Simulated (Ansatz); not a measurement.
Rock-salt LiI was calculated with revPBE (PAW; Ansatz, an electronic-structure program).

Numerical settings: plane-wave cutoff 520 eV, 10×10×10 k mesh, Fermi–Dirac smearing 0.01 eV, scalar-relativistic PAW data made under PBE.

Cell (relaxed at this level):

```
LiI
1.0
    0.00000     3.06407     3.06407
    3.06407     0.00000     3.06407
    3.06407     3.06407     0.00000
Li I
1 1
Direct
  0.00000   0.00000   0.00000
  0.50000   0.50000   0.50000
```

**Question.** Estimate the width of the whole s-p valence band, smallest direct gap on the k points sampled, band gap and bulk modulus that the calculation returns.

**Answer.** 
- width of the whole s-p valence band: 11.42 eV
- smallest direct gap on the k points sampled: 4.21 eV
- band gap: 4.20 eV
- bulk modulus: 16.8 GPa

Measured, for comparison: band gap 6.4 eV (temperature not stated, no zero-point or thermal correction, our sources range from 6.10 to 6.40; as tabulated in Aguado et al. (1998), arXiv:cond-mat/9809176); bulk modulus 24 GPa (0 K, extrapolated to 0 K; as tabulated in Doll and Stoll (1998), arXiv:cond-mat/9801031). Computed (rounded) less measured: bulk modulus -30 %.

Spin–orbit coupling is not included; with these elements it can move the gap by several tenths of an eV or more.

The result took very roughly 18 core-seconds.
